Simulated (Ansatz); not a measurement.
# Al2Ru: how settings move the results

An exercise on one series of results from a longer session: the logs are not shown, and one member is left open.

Program: Ansatz 0.2.0. Level of theory: DFT PBEsol, scalar-relativistic, plane waves, PAW. These are calculated values, not measurements.

1 further run of the same task is left out (set aside as unsound or not needed). Runs told in other sessions of the task aren't counted.

## The structure to begin with

Symmetry: Fddd, No. 70, orthorhombic system. The conventional cell has a = 4.705 Å, b = 7.980 Å, c = 8.783 Å, α = 90.00°, β = 90.00°, γ = 90.00°. Al (site symmetry 2) has 5 Ru at 2.57 to 2.72 Å and 5 Al at 2.60 to 2.73 Å in its first shell of neighbours. Ru (site symmetry 222) is surrounded by 10 Al at 2.57 to 2.72 Å.

Structure file:

```
Al Ru
1.0
     0.00000    3.98984    4.39153
     2.35247    0.00000    4.39153
     2.35247    3.98984    0.00000
Al Ru
4 2
Direct
  0.07906 0.42094 0.07906
  0.42094 0.07906 0.42094
  0.17094 0.82906 0.17094
  0.82906 0.17094 0.82906
  0.75000 0.75000 0.75000
  0.50000 0.50000 0.50000
```

Source of the structure: the Materials Project (structure only). It is taken as it stands there.

## The base input

Contents of input.yaml:

```yaml
crystal:
  lattice:
    - [0.0, 3.9898374997, 4.3915250777]
    - [2.3524746913, 0.0, 4.3915250777]
    - [2.3524746913, 3.9898374997, 0.0]
  atoms:
    - { symbol: Al, position: [0.07906103, 0.42093897, 0.07906103] }
    - { symbol: Al, position: [0.42093897, 0.07906103, 0.42093897] }
    - { symbol: Al, position: [0.17093897, 0.82906103, 0.17093897] }
    - { symbol: Al, position: [0.82906103, 0.17093897, 0.82906103] }
    - { symbol: Ru, position: [0.75, 0.75, 0.75] }
    - { symbol: Ru, position: [0.5, 0.5, 0.5] }
basis:
  ecutwfc: 420
kpoints:
  mp_grid: { grid: [10, 10, 10] }
hamiltonian:
  xc: pbesol
scf:
  occupations: { method: gaussian, width: 0.01 }
output:
  forces: true
  stress: true
  eigenvalues: true
  populations: true
  write_density: true
  write_potential: true
  elf: true
  volumetric_format: npy
```

It was run beforehand and gave: -2289.2200 eV/atom at zero smearing, pressure -0.53 GPa, largest force 0.015 eV/Å, gap on the mesh 0.08 eV, in 6 SCF cycles and 51 s.

Set-up of the first run:

Contents of input.yaml:

```yaml
crystal:
  lattice:
    - [0.0, 3.9898374997, 4.3915250777]
    - [2.3524746913, 0.0, 4.3915250777]
    - [2.3524746913, 3.9898374997, 0.0]
  atoms:
    - { symbol: Al, position: [0.07906103, 0.42093897, 0.07906103] }
    - { symbol: Al, position: [0.42093897, 0.07906103, 0.42093897] }
    - { symbol: Al, position: [0.17093897, 0.82906103, 0.17093897] }
    - { symbol: Al, position: [0.82906103, 0.17093897, 0.82906103] }
    - { symbol: Ru, position: [0.75, 0.75, 0.75] }
    - { symbol: Ru, position: [0.5, 0.5, 0.5] }
basis:
  ecutwfc: 420
kpoints:
  mp_grid: { grid: [1, 1, 1] }
hamiltonian:
  xc: pbesol
scf:
  occupations: { method: gaussian, width: 0.01 }
output:
  forces: true
  stress: true
  eigenvalues: true
```

Launch:

```console
$ ansatz run input.yaml --threads 1 --pin off --max-ram 2560MiB --backend cpu --events-out ev --progress --plain --runs-dir out
```

Steps of the session up to this table: K-point mesh: 1×1×1; K-point mesh set to 2×2×2; K-point mesh set to 4×4×4; K-point mesh: 6×6×6; K-point mesh set to 8×8×8; K-point mesh: 12×12×12; K-point mesh: 14×14×14; K-point mesh set to 16×16×16.

One table of the session follows, with a row left open; its other results are not shown here.

It belongs to the step «What the k-point mesh changes». 

```
    mesh  ΔE (meV/atom)  pressure (GPa)  largest change of a force component (eV/Å)  gap on the mesh (eV)
   1×1×1           1093            1.88                                       0.535                 1.102
   2×2×2              ?               ?                                           ?                     ?
   4×4×4           0.07           -0.52                                       0.001                 0.156
   6×6×6           0.02           -0.53                                       0.000                 0.077
   8×8×8           0.01           -0.53                                       0.000                 0.107
10×10×10           0.00           -0.53                                       0.000                 0.081
12×12×12           0.00           -0.53                                       0.000                 0.077
14×14×14           0.00           -0.53                                       0.000                 0.091
16×16×16           0.00           -0.53                                       0.000                 0.076
```

Estimate the missing values for 2×2×2.

As computed: ΔE (meV/atom): 13.4; pressure (GPa): 0.10; largest change of a force component (eV/Å): 0.003; gap on the mesh (eV): 0.307. In the column «ΔE (meV/atom)» it lies between 4×4×4 (0.07) and 1×1×1 (1093).
